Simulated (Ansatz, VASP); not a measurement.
**K in VASP and in Ansatz**

INCAR

```
SYSTEM = K
ALGO     = Fast           ! electronic algorithm
EDIFF    = 1E-6           ! SCF threshold, eV
ENCUT    = 520            ! plane-wave cutoff, eV
GGA      = PE             ! functional
ISIF     = 2              ! what is computed and relaxed
ISMEAR   = 0              ! smearing method
LASPH    = .True.         ! aspherical terms in the spheres
LCHARG   = .False.        ! write CHGCAR
LREAL    = .False.        ! projectors in reciprocal space
LWAVE    = .False.        ! write WAVECAR
NBANDS   = 10             ! bands
NELM     = 80             ! most SCF steps
PREC     = Accurate       ! precision mode
SIGMA    = 0.15           ! smearing width, eV
```

The input KPOINTS:

```
k-points
0
Gamma
  14 14 14
  0 0 0
```

Contents of POSCAR:

```
K
1.0
   -2.4836476712      2.6197379546      2.6197379546
    2.6197379546     -2.4836476712      2.6197379546
    2.6197379546      2.6197379546     -2.4836476712
K
1
Direct
    0.0000000000      0.0000000000      0.0000000000
```

Input for Ansatz:

```yaml
crystal:
  lattice:
    - [-2.4836476712, 2.6197379546, 2.6197379546]
    - [2.6197379546, -2.4836476712, 2.6197379546]
    - [2.6197379546, 2.6197379546, -2.4836476712]
  atoms:
    - { symbol: K, position: [0.0, 0.0, 0.0] }
basis:
  ecutwfc: 420
kpoints:
  mp_grid: { grid: [14, 14, 14] }
hamiltonian:
  xc: pbe
scf:
  occupations: { method: gaussian, width: 0.15 }
output:
  forces: true
  stress: true
  eigenvalues: true
```

Alike in both runs: task single point; functional PBE; k mesh 14 × 14 × 14; occupations gaussian, width 0.15 eV; no spin polarisation.

```csv
,VASP,Ansatz
version,VASP 6.6.1,Ansatz 0.2.0
potentials or method,"VASP PAW PBE potentials, release 64 (K_sv)","scalar-relativistic, plane waves, PAW"
plane-wave cutoff (eV),520,420
valence electrons in the cell,9,9
```

|  | VASP | Ansatz | Ansatz less VASP |
| --- | --- | --- | --- |
| gap on the k mesh at the Fermi level (eV) | none | none | - |
| pressure (GPa) | 0.1 | 0.1 | 0.00 |
| largest component of the traceless stress (GPa) | 0.13 | 0.13 | 0.000 |

A gap of «none» marks a metal or a gap that the smearing closes. With one functional, cell and mesh, what is left measures potentials, basis and numerics.
